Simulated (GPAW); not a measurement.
The system is BaTiO3.

```
CELL_PARAMETERS angstrom
3.99980 0.00000 0.00000
0.00000 3.99980 0.00000
0.00000 0.00000 4.01800
ATOMIC_POSITIONS crystal
Ba 0.00000 0.00000 0.00000
Ti 0.50000 0.50000 0.49000
O 0.00000 0.50000 0.51700
O 0.50000 0.00000 0.51700
O 0.50000 0.50000 0.01900
```

```yaml
Program: GPAW 26.7.0
Task: relaxation of cell and atoms
Functional: BLYP
Dispersion: D3(BJ)
Potentials_or_basis: PAW data sets generated in the run's folder for this functional
Cutoff: 800 eV
Basis: pw
k_mesh: 4 × 4 × 4
Occupations: fermi-dirac, width 0.05 eV
Spin: no spin polarisation
```

At the start: pressure 1.5 GPa; volume 12.86 Å³/atom.

Problem. Where does the relaxation end?

Solution. Over 41 steps the energy falls by 5.0 meV/atom and the volume is 13.16 Å³/atom (+2.3 %); space group P4mm (No. 99, to 0.05 Å).

The path:
```
step  energy change (eV)  largest force (eV/Å)  pressure (GPa)  volume (Å³)
   1              0.0000                0.2848            1.49        64.28
   3             -0.0049                0.1984            1.32        64.42
   5             -0.0112                0.0651            0.98        64.73
   7             -0.0149                0.1135            0.40        65.16
   9             -0.0187                0.0793           -0.46        65.61
  11             -0.0220                0.1105           -1.07        65.90
  13             -0.0249                0.0305           -0.16        65.77
  15             -0.0245                0.1010            0.57        65.63
  17             -0.0251                0.0348            0.20        65.70
  19             -0.0252                0.0412            0.01        65.75
  21             -0.0253                0.0304            0.03        65.75
  23             -0.0253                0.0186            0.05        65.75
  25             -0.0253                0.0117            0.08        65.75
  27             -0.0254                0.0222            0.08        65.76
  29             -0.0254                0.0251            0.04        65.78
  31             -0.0255                0.0105           -0.05        65.79
  33             -0.0251                0.0050           -0.10        65.80
  35             -0.0251                0.0047           -0.09        65.80
  37             -0.0251                0.0040           -0.08        65.79
  39             -0.0251                0.0030           -0.06        65.79
  41             -0.0251                0.0042           -0.04        65.78
```

Final structure:
```xyz
5
Lattice="3.9869 0.0000 0.0000 0.0000 3.9869 0.0000 0.0000 0.0000 4.1381" Properties=species:S:1:pos:R:3 pbc="T T T"
Ba    0.0000    0.0000   -0.0229
Ti    1.9935    1.9935    1.9717
O     0.0000    1.9935    2.1475
O     1.9935    0.0000    2.1475
O     1.9935    1.9935    0.1409
```

Caveat: the k mesh is coarse; later steps reuse the first step's grids.
